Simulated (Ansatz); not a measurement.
A crystal relaxed with r2SCAN in Ansatz has space group F-43m (No. 216) and a = 4.564 Å.

| atom | site | x | y | z |
| --- | --- | --- | --- | --- |
| Xx | 4a | 0.0000 | 0.0000 | 0.0000 |
| O | 4d | 0.2500 | 0.2500 | 0.7500 |

r2SCAN gives a direct gap of 4.34 eV at Γ. With HSE06 the gap is 5.27 eV and direct, at Γ. With PBE the gap is 3.66 eV and direct, at Γ. Meshes: r2SCAN 10×10×10, HSE06 6×6×6, PBE 10×10×10. r2SCAN's ε∞ is 2.8 in all directions.

Problem. Which element is Xx?
A. Mg
B. Hg
C. Ca
D. Be

Solution. A. Xx is Mg: MgO in the zincblende structure. Mg has 4 O at 1.98 Å; O has 4 Mg at 1.98 Å.

Spin-unpolarised throughout. Whether this structure exists isn't addressed.

The meshes of the hybrids are coarse, so their gaps aren't converged to the digits shown.
